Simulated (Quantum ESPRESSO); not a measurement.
## WC (Qusongite) under changes of volume

One of the cells (10.376 Å³/atom); the others are scaled copies at fixed shape and fractional positions:

```
W C
1.0
     2.90650    0.00000    0.00000
    -1.45325    2.51710    0.00000
     0.00000    0.00000    2.83660
W C
1 1
Direct
  0.00000 0.00000 0.00000
  0.66667 0.33333 0.50000
```

* Program: Quantum ESPRESSO 7.5
* Functional: PBEsol
* Potentials or basis: GBRV 1.5 PBEsol
* Cutoff: 762 eV
* Density cutoff: 6095 eV
* k mesh: 10 × 10 × 9
* Occupations: fermi-dirac, width 0.05 eV
* Spin: no spin polarisation

| volume (Å³/atom) | energy over the lowest point (meV/atom) | pressure (GPa) |
| --- | --- | --- |
| 9.754 | ? | ? |
| 9.961 | 15.71 | 15.3 |
| 10.169 | 2.06 | 5.9 |
| 10.376 | 0.00 | -2.6 |
| 10.584 | 8.36 | -10.2 |
| 10.791 | 26.09 | -17.1 |
| 10.999 | 52.23 | -23.2 |

Question: What does the run at 9.754 Å³/atom give?

Answer: Energy over the lowest point 42.24 meV/atom; pressure 25.8 GPa.

Worked out: A Birch-Murnaghan fit of order 3 (a polynomial in V^(-2/3)) to the other rows has its minimum at 10.31 Å³/atom with B0 = V·E''(V) = 413 GPa and B' = 4.3 at fixed shape and positions, which overstates the stiffness. It gives 42.20 meV/atom at 9.754 Å³/atom, against the run's 42.24, and -dE/dV = 25.8 GPa, against 25.8.

Energies are extrapolated to zero smearing.
